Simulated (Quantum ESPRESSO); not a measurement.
A calculation with Quantum ESPRESSO 7.5 of W (ASE script, structure from a P1 CIF):

run.py

```python
import numpy as np
from ase.calculators.espresso import Espresso, EspressoProfile
from ase.io import read

atoms = read('W.cif')

input_data = {
    'control': {'calculation': 'scf', 'prefix': 'pwscf', 'outdir': './tmp', 'tprnfor': True, 'tstress': True, 'disk_io': 'nowf'},
    'system': {'ecutwfc': 56.0, 'ecutrho': 448.0, 'nbnd': 13, 'occupations': 'smearing', 'smearing': 'fd', 'degauss': 0.00367493},
    'electrons': {'conv_thr': 2e-10, 'electron_maxstep': 120, 'mixing_beta': 0.5},
}
pseudopotentials = {'W': 'w_pbesol_v1.2.uspp.F.UPF'}
profile = EspressoProfile(command='mpirun -n 2 pw.x -nk 2', pseudo_dir='pseudo')
dft = Espresso(profile=profile, input_data=input_data, pseudopotentials=pseudopotentials, kpts=(11, 11, 11), koffset=(0, 0, 0))
atoms.calc = dft

print(f'energy {atoms.get_potential_energy():.8f} eV')
print('forces (eV/A)')
print(np.round(atoms.get_forces(), 6))
print('stress (eV/A^3, Voigt)')
print(np.round(atoms.get_stress(), 8))
print(f'Fermi level {dft.get_fermi_level():.4f} eV')
```

The input W.cif:

```cif
data_W
_cell_length_a 2.87085353
_cell_length_b 2.87085353
_cell_length_c 2.87085353
_cell_angle_alpha 60.00000000
_cell_angle_beta 60.00000000
_cell_angle_gamma 60.00000000
_space_group_name_H-M_alt 'P1'
_space_group_name_Hall 'P 1'
_space_group_IT_number 1
loop_
_space_group_symop_operation_xyz
'x,y,z'
loop_
_atom_site_label
_atom_site_type_symbol
_atom_site_symmetry_multiplicity
_atom_site_Wyckoff_symbol
_atom_site_fract_x
_atom_site_fract_y
_atom_site_fract_z
_atom_site_occupancy
W1 W 1 a 0.0000000000 0.0000000000 0.0000000000 1
```

Potentials or basis: GBRV 1.5 PBEsol.

Command:

```sh
$ OMP_NUM_THREADS=1 python run.py
```

This isn't the form of W at room conditions, which is bcc.

Problem. Write the same calculation in another form: native input, structure typed inline.

Solution. As run:

File pw.in:

```
&CONTROL
  calculation = 'scf'
  prefix = 'pwscf'
  outdir = './tmp'
  pseudo_dir = './pseudo'
  tprnfor = .true.
  tstress = .true.
  disk_io = 'low'
/
&SYSTEM
  ibrav = 0
  nat = 1
  ntyp = 1
  ecutwfc = 56
  ecutrho = 448
  nbnd = 13
  occupations = 'smearing'
  smearing = 'fd'
  degauss = 0.00367493
/
&ELECTRONS
  conv_thr = 2d-10
  electron_maxstep = 120
  mixing_beta = 0.5
/
ATOMIC_SPECIES
W    183.8400 w_pbesol_v1.2.uspp.F.UPF
CELL_PARAMETERS angstrom
   0.0000000000    2.0300000000    2.0300000000
   2.0300000000    0.0000000000    2.0300000000
   2.0300000000    2.0300000000    0.0000000000
ATOMIC_POSITIONS crystal
W      0.0000000000    0.0000000000    0.0000000000
K_POINTS automatic
11 11 11 0 0 0
```

Contents of pp_density.in:

```
&INPUTPP
  prefix = 'pwscf'
  outdir = './tmp'
  filplot = 'density.dat'
  plot_num = 0
/
&PLOT
  nfile = 1
  filepp(1) = 'density.dat'
  iflag = 3
  output_format = 6
  fileout = 'density.cube'
/
```

The input pp_potential.in:

```
&INPUTPP
  prefix = 'pwscf'
  outdir = './tmp'
  filplot = 'potential.dat'
  plot_num = 11
/
&PLOT
  nfile = 1
  filepp(1) = 'potential.dat'
  iflag = 3
  output_format = 6
  fileout = 'potential.cube'
/
```

Potentials or basis: GBRV 1.5 PBEsol.

Run with:

```bash
$ OMP_NUM_THREADS=1 mpirun -n 2 pw.x -nk 2 -in pw.in > pw.out
$ OMP_NUM_THREADS=1 mpirun -n 1 pp.x -in pp_density.in > pp_density.out
$ OMP_NUM_THREADS=1 mpirun -n 1 pp.x -in pp_potential.in > pp_potential.out
```

Both were run:

|  | ASE script, structure from a P1 CIF | native input, structure typed inline |
| --- | --- | --- |
| Pressure | -12.6 GPa | -12.6 GPa |
| Band gap on the k mesh | none (metal or under the smearing width) | none (metal or under the smearing width) |

Keys that steer only the numerical path or the files written may differ.
